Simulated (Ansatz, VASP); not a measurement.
## Pb: VASP beside Ansatz

```
Pb
1.0
     3.48000    0.00000    0.00000
    -1.74000    3.01377    0.00000
     0.00000    0.00000    5.42230
Pb
2
Direct
  0.33333 0.66667 0.25000
  0.66667 0.33333 0.75000
```

Change from the starting cell: zz strain of -3 %.

Alike in both runs: task single point; functional PBE; k mesh 12 × 12 × 7; occupations fermi-dirac, width 0.05 eV; no spin polarisation.

|  | VASP | Ansatz |
| --- | --- | --- |
| version | VASP 6.6.1 | Ansatz 0.2.0 |
| potentials or method | VASP PAW PBE potentials, release 64 (Pb_d), cutoff 520 eV | all-electron LAPW, scalar-relativistic |

|  | VASP | Ansatz | Ansatz less VASP |
| --- | --- | --- | --- |
| pressure (GPa) | 5.7 | 5.8 | +0.08 |
| largest component of the traceless stress (GPa) | 1.18 | 1.17 | -0.003 |

Ansatz ran all-electron here, so the differences hold the error of VASP's frozen core and of both bases.

Spin-orbit coupling is left out, which matters for the levels of Pb.
